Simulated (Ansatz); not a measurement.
Electric field gradients in Au

Method: Ansatz 0.2.0, DFT PBE, scalar-relativistic, plane waves, PAW. Cutoff 420 eV, 18×18×10 k-points (Γ-centred), Fermi-Dirac smearing of 0.15 eV. No spin polarisation.

Relaxed structure:
```xyz
2
Lattice="2.9159 0.0000 0.0000 -1.4579 2.5252 0.0000 0.0000 0.0000 4.8914" Properties=species:S:1:pos:R:3 pbc="T T T"
Au    0.0000    1.6835    3.6685
Au    1.4579    0.8417    1.2228
```

In a metal these results depend on the k mesh and the smearing. Spin–orbit coupling is left out, which matters for gradients at heavy nuclei.

Task: Give V_zz (10²¹ V/m²) and the asymmetry η at each distinct site.

Result:
| atom | V_zz | η |
| --- | --- | --- |
| Au (atom 1) | 1.05 | 0.00 |

This form isn't the element's structure at ambient conditions.

Cost: 1 run of about 0.053 core-minutes, on Intel Xeon 6975P-C (Granite Rapids) (shared hosts).